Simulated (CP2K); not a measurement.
# GaSb under changes of volume

One of the cells (24.084 Å³/atom); the others are scaled copies at fixed shape and fractional positions:

```xyz
2
Lattice="4.2365 0.0000 0.0000 -0.2845 4.2269 0.0000 -0.8584 -3.1584 2.6899" Properties=species:S:1:pos:R:3 pbc="T T T"
Sb    1.9760    2.1135    0.0000
Ga    0.0000    0.0000    0.0000
```

Measurements of this composition are mostly on another form, of space group No. 216.

- Program: CP2K 2026.2
- Functional: PBE
- Potentials or basis: POTENTIAL_UZH Sb GTH-PBE-q5, Ga GTH-PBE-q13; TZVP-MOLOPT-PBE-GTH basis
- Density cutoff: 6123 eV
- k mesh: 10 × 10 × 10
- Occupations: fermi-dirac, width 0.05 eV
- Spin: no spin polarisation

```tsv
volume (Å³/atom)	energy over the lowest point (meV/atom)	pressure (GPa)
22.639	22.64	5.2
23.121	9.28	3.7
23.602	0.00	2.5
24.084	5.33	0.8
24.566	4.61	-0.2
25.048	6.81	-1.2
25.529	?	?
```

**Question.** What does the run at 25.529 Å³/atom give?

**Answer.** Energy over the lowest point 11.58 meV/atom; pressure -2.0 GPa.

The energies don't lie on one smooth curve, so no fit is given. The run at 23.602 Å³/atom lies farthest off, from a change of basis, grid or state.

Energies are extrapolated to zero smearing.

Caveats: the basis of atomic orbitals isn't converged, which shifts pressures, moduli and gaps.
